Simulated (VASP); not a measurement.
# AlN (P6_3mc) in VASP: notebook, part 2 of 2

VASP 6.6.1. Earlier steps stand in the parts before.

**4. Single point, PBE**

The input, INCAR:

```
  PREC = Accurate
  ENCUT = 520
  EDIFF = 1E-6
  ISMEAR = 0
  SIGMA = 0.02
  LREAL = F
  LASPH = T
  NELM = 100
  ALGO = Normal
  ISIF = 2
  LWAVE = F
  LCHARG = F
  GGA = PE
  NBANDS = 16
```

The input, KPOINTS:

```
regular mesh
0
Gamma
  9 9 6
```

The input, POSCAR:

```
AlN
1.0
    3.1302455680      0.0000000000      0.0000000000
   -1.5651227840      2.7108721819      0.0000000000
    0.0000000000      0.0000000000      5.0179604227
Al N
2 2
Direct
    0.3333333333      0.6666666667     -0.0007713538
    0.6666666667      0.3333333333      0.4992286462
    0.3333333333      0.6666666667      0.3807713538
    0.6666666667      0.3333333333      0.8807713538
```

Potentials or basis: VASP PAW PBE potentials, release 64 (Al, N).

Command:

```sh
$ cat potpaw_PBE.64/Al/POTCAR potpaw_PBE.64/N/POTCAR > POTCAR
$ mpirun -np 1 vasp_std > vasp.out
```

OUTCAR:

```text
PREC = Accurate
   ENCUT = 520
   EDIFF = 1E-6
   ISMEAR = 0
   LREAL = F
   LASPH = T
   NELM = 100
   ISIF = 2
   GGA = PE

 ion  position               nearest neighbor table
   1  0.333  0.667  0.999-   4 1.90   4 1.90   4 1.90   3 1.91   2 3.09   2 3.09   2 3.09   2 3.09
                             2 3.09   2 3.09
   2  0.667  0.333  0.499-   3 1.90   3 1.90   3 1.90   4 1.91   1 3.09   1 3.09   1 3.09   1 3.09
                             1 3.09   1 3.09
   3  0.333  0.667  0.381-   2 1.90   2 1.90   2 1.90   1 1.91
   4  0.667  0.333  0.881-   1 1.90   1 1.90   1 1.90   2 1.91

  LATTYP: Found a hexagonal cell.
 ALAT       =     3.1302455680
 C/A-ratio  =     1.6030564739

  Lattice vectors:

 A1 = (   3.1302455680,   0.0000000000,   0.0000000000)
 A2 = (  -1.5651227840,   2.7108721819,   0.0000000000)
 A3 = (   0.0000000000,   0.0000000000,   5.0179604227)

Analysis of symmetry for initial positions (statically):
=====================================================================
 Subroutine PRICEL returns:
 Original cell was already a primitive cell.

[... 173 lines left out ...]
  free energy    TOTEN  =       -29.78048693 eV

  energy without entropy =      -29.78048693  energy(sigma->0) =      -29.78048693

 E-fermi :   6.1336     XC(G=0): -10.8269

 val. band max:        5.9642770439   @ k =   0.0000   0.0000   0.0000
 cond. band min:      10.0074356204   @ k =   0.0000   0.0000   0.0000
 fundamental gap:      4.0431585764
 Fermi energy:         6.1336047669

 k-point     1 :       0.0000    0.0000    0.0000
  band No.  band energies     occupation
      1      -9.1032      2.00000
      2      -7.0205      2.00000
      3       0.0589      2.00000
      4       5.1188      2.00000
      5       5.1188      2.00000
      6       5.7614      2.00000
[... 433 lines left out ...]
      3       1.3512      2.00000
      4       1.8327      2.00000
      5       1.8327      2.00000
      6       3.3226      2.00000
[... 8 lines left out ...]
     15      18.9136      0.00000
     16      20.7953      0.00000

 [... further k-points ...]
[... 5 lines left out ...]
  --------------------------------------------------------------------------------------
  -------------------------------------------------------------------------------------
  Total       -0.0732373     -0.0732373     -0.0558887      0.0000000     -0.0000000      0.0000000
  in kB       -2.7556781     -2.7556781     -2.1029055      0.0000000     -0.0000000      0.0000000
  external PRESSURE =      -2.5380873 kB  Pullay stress =       0.0000000 kB

 VOLUME and BASIS-vectors are now :
 -----------------------------------------------------------------------------
  energy-cutoff  :      520.00
  volume of cell :       42.58
      direct lattice vectors                 reciprocal lattice vectors
     3.130245568  0.000000000  0.000000000     0.319463754  0.184442484  0.000000000
    -1.565122784  2.710872182  0.000000000     0.000000000  0.368884969  0.000000000
     0.000000000  0.000000000  5.017960423     0.000000000  0.000000000  0.199284154

 POSITION                                       TOTAL-FORCE (eV/Angst)
 -----------------------------------------------------------------------------------
     -0.00000      1.80725      5.01409         0.000000     -0.000000      0.000637
      1.56512      0.90362      2.50511        -0.000000      0.000000      0.000637
     -0.00000      1.80725      1.91070         0.000000     -0.000000     -0.000637
      1.56512      0.90362      4.41968        -0.000000      0.000000     -0.000637
 -----------------------------------------------------------------------------------
    total drift:                               -0.000000     -0.000000      0.000504

  FREE ENERGIE OF THE ION-ELECTRON SYSTEM (eV)
  ---------------------------------------------------
  free  energy   TOTEN  =       -29.7804869341 eV

  energy  without entropy=      -29.7804869341  energy(sigma->0) =      -29.78048693
```

OSZICAR:

```text
N       E                     dE             d eps       ncg     rms          rms(c)
DAV:   1     0.420684706502E+02    0.42068E+02   -0.72926E+03  1536   0.891E+02
DAV:   2    -0.308038108229E+02   -0.72872E+02   -0.67023E+02  2144   0.186E+02
DAV:   3    -0.344338916452E+02   -0.36301E+01   -0.36201E+01  1904   0.431E+01
DAV:   4    -0.344564635940E+02   -0.22572E-01   -0.22570E-01  1936   0.384E+00
DAV:   5    -0.344567573574E+02   -0.29376E-03   -0.29376E-03  1864   0.442E-01    0.121E+01
DAV:   6    -0.297653931876E+02    0.46914E+01   -0.10676E+01  1840   0.236E+01    0.411E+00
DAV:   7    -0.297922738063E+02   -0.26881E-01   -0.65889E-01  1640   0.571E+00    0.292E+00
DAV:   8    -0.297851863369E+02    0.70875E-02   -0.62280E-02  1712   0.230E+00    0.621E-01
DAV:   9    -0.297799243518E+02    0.52620E-02   -0.12481E-02  2016   0.825E-01    0.252E-01
DAV:  10    -0.297805724164E+02   -0.64806E-03   -0.24329E-03  1648   0.307E-01    0.137E-01
DAV:  11    -0.297804838892E+02    0.88527E-04   -0.18694E-04  1744   0.105E-01    0.344E-02
DAV:  12    -0.297804871132E+02   -0.32240E-05   -0.12583E-05  1688   0.283E-02    0.722E-03
DAV:  13    -0.297804869341E+02    0.17902E-06   -0.45571E-06  1824   0.163E-02
   1 F= -.29780487E+02 E0= -.29780487E+02  d E =-.172077E-35
```

stdout:

```text
POSCAR found type information on POSCAR AlN
 POSCAR found :  2 types and       4 ions
 scaLAPACK will be used
 LDA part: xc-table for (Slater+PW92), standard interpolation
 POSCAR, INCAR and KPOINTS ok, starting setup
 FFT: planning ... GRIDC
 FFT: planning ... GRID_SOFT
 FFT: planning ... GRID
 WAVECAR not read
 entering main loop
```

Run time: 10 s. Hardware: 1 thread of Intel Xeon 6975P-C (Granite Rapids), shared host; peak memory 0.16 GiB.

What came out:

```yaml
Free_energy: -29.7805 eV
Pressure: -0.3 GPa
Band_gap_on_the_k_mesh: 4.04 eV, direct
```

**5. Comparison with measurements**

Step 2. A measured gap of AlN is 6.034 eV (an exciton energy, a little under the gap; 10 K; quoted in “Self-assembly of well-separated AlN nanowires directly on sputtered metallic TiN films”, 2019, arxiv:1910.07391); the calculated 4.04 eV misses it by -1.99 eV. 2 values of this kind are on record (6.034 to 6.0343 eV); this one was drawn at random. The value is that of PBE, without temperature or zero-point motion. Semilocal functionals fall short of measured gaps as a rule.

Step 4. A measured gap of AlN is 6.0343 eV (an exciton energy, a little under the gap; 0 K; quoted in “Structural and optical properties of self-assembled AlN nanowires grown on SiO2/Si substrates by molecular beam epitaxy”, 2024, arxiv:2402.00216); the calculated 4.04 eV misses it by -1.99 eV. 2 values of this kind are on record (6.034 to 6.0343 eV); this one was drawn at random. The value is that of PBE, without temperature or zero-point motion. Semilocal functionals fall short of measured gaps as a rule.
